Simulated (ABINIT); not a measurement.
Input of an ABINIT 10.8.3 (patched build) run:

File run.abi:

```
# Pseudopotentials
pp_dirpath "./"
pseudos "Pb.upf, Se.upf"

# Structure
acell 8.1795146323 8.1795146323 8.1795146323
rprim
     0.0000000000     0.7071067812     0.7071067812
     0.7071067812     0.0000000000     0.7071067812
     0.7071067812     0.7071067812     0.0000000000
ntypat 2
znucl 82 34
natom 2
typat 1 2
xred
     0.0000000000     0.0000000000     0.0000000000
     0.5000000000     0.5000000000     0.5000000000

# Plane-wave basis
ecut 39.0

# k points
kptopt 1
ngkpt 6 6 6
nshiftk 1
shiftk 0.0 0.0 0.0

# Exchange and correlation
ixc 7

# Bands and occupations
nband 19
occopt 3
tsmear 0.05 eV

# SCF cycle
nstep 100
tolvrs 1.0e-10

# Output
iomode 3
prtwf 0
prtden 0
prteig 0
prtebands 0
enunit 2
```

Potentials or basis: PseudoDojo NC SR LDA v0.4.1 standard.

Run with:

```sh
$ abinit run.abi > log 2>&1
```

What does it give for the pressure?

-2.5 GPa.

Estimate the band gap on the k mesh.

0.19 eV, direct.

Caveat: spin-orbit coupling is left out, which as a rule narrows the gap of such compounds by several tenths of an eV.

**What was measured.**

From a printed reference work, monograph, for a bulk crystal of PbSe at 300 K: band gap 0.28 eV (direct).

A measured gap of PbSe is 0.28 eV (direct; 300 K; a printed reference work, monograph); the calculated 0.19 eV misses it by -0.09 eV. 2 values of this kind are on record (0.15 to 0.28 eV); this one was drawn at random. Spin-orbit coupling on Pb, Se is left out. The value is that of LDA on a finite k mesh, which can miss the band edges, without temperature or zero-point motion. Semilocal functionals fall short of measured gaps as a rule.
